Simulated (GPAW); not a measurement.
# ZnS in GPAW: the effect of volume scale

ZnS:

```
Zn S
1.0
     0.00000    2.75499    2.75499
     2.75499    0.00000    2.75499
     2.75499    2.75499    0.00000
Zn S
1 1
Direct
  0.75000 0.75000 0.75000
  0.00000 0.00000 0.00000
```

Alike in all runs:

```yaml
Program: GPAW 26.7.0
Task: dielectric tensor
Functional: PBE
Potentials_or_basis: GPAW PAW data sets (gpaw-data 1.2.1)
Cutoff: 450 eV
Basis: pw
k_mesh: 7 × 7 × 7
Occupations: fermi-dirac, width 0.001 eV
Spin: no spin polarisation
```

```tsv
volume scale	gap on the mesh (eV)	dielectric constant (mean)
1.06	?	?
1	2.11	5.57
1.02	2.02	5.58
1.04	1.94	5.59
0.94	2.38	5.57
0.96	2.28	5.56
0.98	2.19	5.56
```

**Question.** What does the run with volume scale 1.06 give?

**Answer.** gap on the mesh 1.86 eV; dielectric constant 5.61 mean.

Worked out: A straight line through the other rows of the gap on the mesh, of slope -4.37 eV per unit of volume scale, extrapolates to 1.85 eV, against the run's 1.86. A parabola through the other rows of the dielectric constant, of slope 1.12  per unit of volume scale there, extrapolates to 5.61 , against the run's 5.61.

Caveats: the long-wavelength limit can be off by several per cent where d states take part; an odd mesh through Γ misses points on the zone boundary, where band edges often lie.
